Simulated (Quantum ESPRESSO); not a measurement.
The system is FeO.

```
Fe O
1.0
     1.51768    0.87623    2.51579
    -1.51768    0.87623    2.51579
     0.00000   -1.75247    2.51579
Fe O
1 1
Cartesian
  0.0000 0.0000 0.0000
  0.0000 0.0000 3.7737
```

Program: Quantum ESPRESSO 7.5. Alike in all runs: task single point; level PBEsol+U; potentials or basis GBRV 1.5 PBEsol; spin collinear, ferromagnetic start; cell as given; k mesh 3 × 3 × 3; cutoff (eV) 612; smearing gaussian 0.05 eV; the mesh is coarse, so values aren't converged.

**Question.** Order these runs on this cell by their pressure, lowest first.
A. U Fe d U = 7 eV, J = 0.5 eV; magnetic state asked for free; moments locked none
B. U Fe d U = 0.001 eV, J = 0.5 eV; magnetic state asked for free; moments locked none; mixing mode TF; other keys mixing_mode = TF
C. U Fe d U = 5 eV, J = 0.5 eV; fixed moment (μB) 4.0; magnetic state asked for fm; moments locked total

**Answer.** B (-5.5 GPa), C (1.8 GPa), A (5.6 GPa).

Caveats: all runs use coarse meshes; a cell with one magnetic atom can't hold antiferromagnetic order, which such compounds often take; the total moment is fixed, so each spin has its own Fermi level (some runs).
